**Question**

I ran a k-mesh convergence test on SnTe in the rocksalt structure, with the cell squeezed to 0.88 of its starting volume. The energy and the pressure settle down nicely, but the gap jumps about, and the last step changes it by far more than the step before. My first thought is that the gap simply converges more slowly than the energy, so that I should trust the finest mesh and perhaps go on to a still finer one. Is that right, or is something else going on?

DFTK 0.8.2, plane-wave LDA without spin polarisation or spin-orbit coupling, for rocksalt SnTe (2-atom cell at 0.88 of its starting volume). All runs use stringent PseudoDojo pseudopotentials, a 1170 eV cutoff and 0.15 eV Fermi-Dirac smearing. The sweep value is the k-mesh, and energies are free energies relative to the 9,9,9 mesh.

```
sweep value  energy less tightest (meV/atom)  pressure (GPa)  gap (eV)
      1,1,1                           4431.7           52.42     5.640
      2,2,2                            955.4            5.89     0.000
      3,3,3                            -44.8            2.74     1.319
      4,4,4                            -24.1            1.88     0.266
      5,5,5                             -8.4            2.16     0.672
      6,6,6                             -1.8            2.46     0.268
      8,8,8                              0.5            2.42     0.249
      9,9,9                              0.0            2.42     0.427
```

**Answer**

The finest mesh doesn't give the best gap here. Read the gap column separately for even and odd meshes and the jumps turn into two orderly series. The even meshes from 4 to 8 all give about 0.26 eV. The odd ones start high and fall steadily, and at mesh 9 they are still well above the even ones.

Slow convergence is the tempting explanation, and two steps in your table speak against it. From mesh 4 to mesh 8 the energy still moves by about 25 meV/atom, yet the gap shifts by only 0.02 eV. From mesh 8 to mesh 9 the energy moves by half a meV per atom, yet the gap jumps by 0.18 eV. If the gap were waiting for the electron density to settle, the large change should have come in the first of these steps.

The better explanation is that the mesh either hits or misses the place where the gap is small. In SnTe the band edges lie near the point L, the centre of the hexagonal faces of the Brillouin zone; this is well-known band structure, and your numbers fit it. L sits halfway along a reciprocal lattice vector. A mesh that starts at the zone centre Γ and cuts that vector into an even number of parts has a point exactly there. An odd mesh of $N$ divisions steps over it, and its nearest point lies away from L by $1/N$ of the distance from Γ to L.

Why is the gap small at L in the first place? The states on either side of it come largely from p orbitals of Te and Sn. Each Sn atom sits between two Te atoms along every cubic axis. At Γ the electron wave has the same phase on both of them, so their p orbitals couple to the Sn p orbital with the same sign, and the bonding and antibonding levels are driven far apart. At L the phase is opposite on the two sides, so the two contributions cancel and this splitting is lost. The Sn s orbitals do the reverse: they couple to the Te p orbitals most strongly at L and push one of the Te p levels up towards the Sn p levels, perhaps even past them. Together the two effects leave the filled and empty levels close together.

Away from L the cancellation between the p orbitals is no longer complete. Close to L on the line towards Γ, where the nearest points of an odd mesh lie, the leftover coupling grows in proportion to the distance $d$ from L. Two levels that are $E_0$ apart at L and are coupled in this way have the gap

$$E(d)=\sqrt{E_0^2+(c\,d)^2},$$

where $c$ measures how fast the coupling grows. This curve is flat very close to L and becomes a straight line once the coupling outweighs $E_0$. If its band edges lie at the point nearest to L, an odd mesh reads the gap somewhere up this curve, and a finer odd mesh reads it closer to the bottom.

You can try this on mesh 9, using only meshes 8 and 5 to set the constants. Mesh 8 contains L and, if its smallest gap lies there, gives $E_0=0.249$ eV. Mesh 5 then gives $(c\,d)^2=0.672^2-0.249^2=0.390$ eV² at its own distance from L. On mesh 9 that distance shrinks by the factor 5/9, so

$$E=\sqrt{0.249^2+0.390\,(5/9)^2}\ \text{eV}\approx0.43\ \text{eV},$$

which is what the calculation found. Taking the mean of the three even gaps for $E_0$ instead changes the estimate by only about 0.005 eV.

Two simpler shapes, fixed by the same two meshes, do less well at this point. A parabola, the usual picture of a band edge, gives 0.38 eV, and a straight line gives 0.48 eV. In the two-level picture the reason lies in the sizes: on mesh 9 the coupling term $c\,d$ is about 0.35 eV, somewhat larger than $E_0$ but not much larger. The gap is therefore in the bend between the two limits, where neither simple shape is good.

Mesh 3 shows where the two-level picture ends. There the formula gives 1.07 eV, about a fifth below the computed 1.319 eV, and the parabola comes closer. The nearest mesh point is now a third of the way from L to Γ. So far out, the coupling between the p orbitals should grow more slowly than in proportion to distance, but that would lower the estimate further, so it can't be the cause. More likely the two levels also shift with distance from L for other reasons, such as the changing push from the Sn s orbitals, while the formula keeps $E_0$ fixed and leaves out the other p levels. The electron density on mesh 3 may also not have settled yet. So the even-odd pattern rests on several rows, while the preference for this particular curve rests on mesh 9 alone. The output below also shows how poorly a single smooth curve through meshes 3 to 9 describes the gaps.

The energy shows no such alternation from mesh 3 on because it adds up the occupied states over the whole zone. The small region around L carries little weight in that sum, and a point that just misses it is nearly as good as one that hits it. The gap is the difference between two extreme levels, so one well-placed point can decide it. That is why a mesh can be fully adequate for the energy and still be a poor one for the gap.

Hitting L isn't enough on its own, as mesh 2 shows. It contains L but reports no gap at all. Don't read that as a metal: all its points recur in mesh 4, which does have a gap, and adding points can't open one if the levels stay the same. The levels or their filling must therefore differ, most likely because so few points give a poor electron density; the energy is still almost 1 eV/atom off.

In practice these are two separate tasks. First choose a mesh on which the energy and pressure have settled; mesh 8 does that here. Then keep that density and compute the bands at L and on a fine set of points around it. A mesh chosen by its size alone may step over L again: for mesh 7, which you didn't run, the formula suggests about 0.5 eV, twice the gap on mesh 8.

The fine set of points matters because 0.25 eV is the gap seen by meshes that contain L, and a smaller one may lie between their points. Spin-orbit coupling, which is left out here, also shifts the band edges of SnTe strongly, and LDA has its own error in band gaps. Together with the squeezed cell, this means that the value shouldn't be compared directly with a measured gap.

The analysis program printed:

```
Gap and distance of the nearest mesh point from L:
    row  distance in 1/angstrom  gap in eV  hyperbola in eV  parabola in eV  straight line in eV
  1,1,1                  0.9012       5.64            3.131           10.82                2.364
  2,2,2                       0          0            0.249           0.249                0.249
  3,3,3                  0.3004      1.319             1.07           1.424                0.954
  4,4,4                       0      0.266            0.249           0.249                0.249
  5,5,5                  0.1802      0.672            0.672           0.672                0.672
  6,6,6                       0      0.268            0.249           0.249                0.249
  8,8,8                       0      0.249            0.249           0.249                0.249
  9,9,9                  0.1001      0.427           0.4269          0.3796                0.484
Change of gap from mesh 8 to 9 in eV: 0.178
Change of energy from mesh 8 to 9 in meV/atom: -0.5
Change of pressure from mesh 8 to 9 in GPa: 0
Change of gap from mesh 4 to 8 in eV: -0.017
Change of energy from mesh 4 to 8 in meV/atom: 24.6
Change of pressure from mesh 4 to 8 in GPa: 0.54
Mean gap of meshes 4 and 6 and 8 in eV: 0.261
Hyperbola less computed gap at mesh 9 in eV: -0.0001011
Parabola less computed gap at mesh 9 in eV: -0.04744
Straight line less computed gap at mesh 9 in eV: 0.057
Hyperbola less computed gap at mesh 3 in eV: -0.2493
Parabola less computed gap at mesh 3 in eV: 0.105
Straight line less computed gap at mesh 3 in eV: -0.365
Hyperbola with mean even gap less computed gap at mesh 9 in eV: 0.004826
Hyperbola for the untested mesh 7 in eV: 0.5107
fit of result_gap on 6 rows (N >= 3): constant 0.1255 +/- 0.18, coefficient of invN2 9.089 +/- 3.3; rms 0.223, worst 4,4,4 0.428, leave-one-out rms 0.462
  rows outside the fit (model, value, miss): 1,1,1 9.214, 5.64, 3.57; 2,2,2 2.398, 0, 2.4
```
